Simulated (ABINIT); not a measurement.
The system is AlN.

```
CELL_PARAMETERS angstrom
0.00000 2.18399 2.18399
2.18399 0.00000 2.18399
2.18399 2.18399 0.00000
ATOMIC_POSITIONS crystal
Al 0.00000 0.00000 0.00000
N 0.25000 0.25000 0.25000
```

Measurements of this composition are mostly on another form, of space group No. 186.

| Item | Value |
| --- | --- |
| Program | ABINIT 10.8.3 (patched build) |
| Task | relaxation of cell and atoms |
| Functional | LDA |
| Potentials or basis | PseudoDojo NC SR LDA v0.4.1 standard |
| Cutoff | 980 eV |
| k mesh | 8 × 8 × 8 |
| Occupations | fermi-dirac, width 0.05 eV |
| Spin | no spin polarisation |

At the start: pressure -4.8 GPa; volume 10.42 Å³/atom.

Q: Where does the relaxation end?

A: Over 4 steps the energy falls by 3.8 meV/atom and the volume is 10.17 Å³/atom (-2.4 %); space group F-43m (No. 216, to 0.05 Å).

Step by step:
```csv
step,energy change (eV),largest force (eV/Å),pressure (GPa),volume (Å³)
1,0.0000,0.0000,-4.83,20.83
2,-0.0064,0.0000,-1.88,20.53
3,-0.0075,0.0000,0.04,20.34
4,-0.0075,0.0000,0.00,20.34
```

Final structure:
```yaml
crystal:
  lattice:
    - [0.00000, 2.16669, 2.16669]
    - [2.16669, 0.00000, 2.16669]
    - [2.16669, 2.16669, 0.00000]
  atoms:
    - { symbol: Al, position: [0.00000, 0.00000, 0.00000] }
    - { symbol: N, position: [0.25000, 0.25000, 0.25000] }
```
